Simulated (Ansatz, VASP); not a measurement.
**MnS: VASP beside Ansatz**

INCAR

```
PREC = Accurate
ENCUT = 520
EDIFF = 1E-6
ISMEAR = -1
SIGMA = 0.05
LREAL = False
LASPH = True
NELM = 150
ALGO = Normal
ISIF = 2
LWAVE = False
LCHARG = True
ISPIN = 2
MAGMOM = 4 -4 0 0
LORBIT = 11
LMAXMIX = 4
LDAU = True
LDAUTYPE = 2
LDAUL = 2 -1
LDAUU = 4 0
LDAUJ = 0 0
LDAUPRINT = 1
GGA = PS
LELF = True
LVHAR = True
NBANDS = 31
```

KPOINTS

```
Automatic mesh
0
Gamma
  9 9 9
```

Contents of POSCAR:

```
MnS
1.0
   -1.8299960138     -1.0565486911      5.9418405554
    1.8299960138     -1.0565486911      5.9418405554
    0.0000000000      2.1130973824      5.9418405554
Mn S
2 2
Direct
    0.0000000000      0.0000000000      0.0000000000
    0.5000000000      0.5000000000      0.5000000000
    0.2500000000      0.2500000000      0.2500000000
    0.7500000000      0.7500000000      0.7500000000
```

File input.yaml:

```yaml
crystal:
  lattice:
    - [-1.8299960138, -1.0565486911, 5.9418405554]
    - [1.8299960138, -1.0565486911, 5.9418405554]
    - [0.0, 2.1130973824, 5.9418405554]
  atoms:
    - { symbol: Mn, position: [0.0, 0.0, 0.0], spin: 4.0 }
    - { symbol: Mn, position: [0.5, 0.5, 0.5], spin: -4.0 }
    - { symbol: S, position: [0.25, 0.25, 0.25] }
    - { symbol: S, position: [0.75, 0.75, 0.75] }
hamiltonian:
  xc: pbesol
  pseudopotentials: { kind: paw }
  hubbard: { sites: [{ species: Mn, l: d, u_eff: 4.0 }] }
magnetization:
  spin_polarized: true
kpoints:
  mp_grid: { grid: [9, 9, 9] }
scf:
  occupations: { method: fermi_dirac, width: 0.05 }
output:
  forces: true
  stress: true
  eigenvalues: true
```

The cell is a database's computed one.

Alike in both runs: task single point; functional PBEsol; k mesh 9 × 9 × 9; occupations fermi-dirac, width 0.05 eV; collinear spin, antiferromagnetic start; Hubbard terms Mn d U = 4 eV.

|  | VASP | Ansatz |
| --- | --- | --- |
| version | VASP 6.6.1 | Ansatz 0.2.0 |
| potentials or method | VASP PAW PBE potentials, release 64 (Mn_pv, S) | Ansatz PAW |
| plane-wave cutoff (eV) | 520 | 420 |
| valence electrons in the cell | 38 | 42 |

```csv
,VASP,Ansatz,Ansatz less VASP
gap on the k mesh at the Fermi level (eV),2.20,2.30,+0.104
least direct gap on the mesh (eV),2.75,2.85,+0.102
pressure (GPa),1.0,1.5,+0.58
largest component of the traceless stress (GPa),0.07,0.11,+0.044
net moment per atom (μB),0.00,0.00,0.000
size of the moment on the site where the two differ most (μB),4.48,4.38,-0.103
```

Site moments also hang on the region over which each program counts them. The programs project onto different local orbitals, so the same U acts differently. The two sets of potentials don't hold the same shells in valence.

Caveats: the PAW data sets were made with another functional, which shifts forces and pressure a little (VASP); an odd mesh through Γ misses points on the zone boundary, where band edges often lie (VASP); the magnetic or orbital state may not be the lowest (Ansatz); odd divisions of the mesh miss points on the zone boundary, where band edges often lie, so the gap on the mesh can be too wide (Ansatz); the PAW data sets come from PBE, with cores solved anew for the run's functional, which leaves a small shift of forces and pressure (Ansatz). The state reached can hang on the start; a lower one may exist.
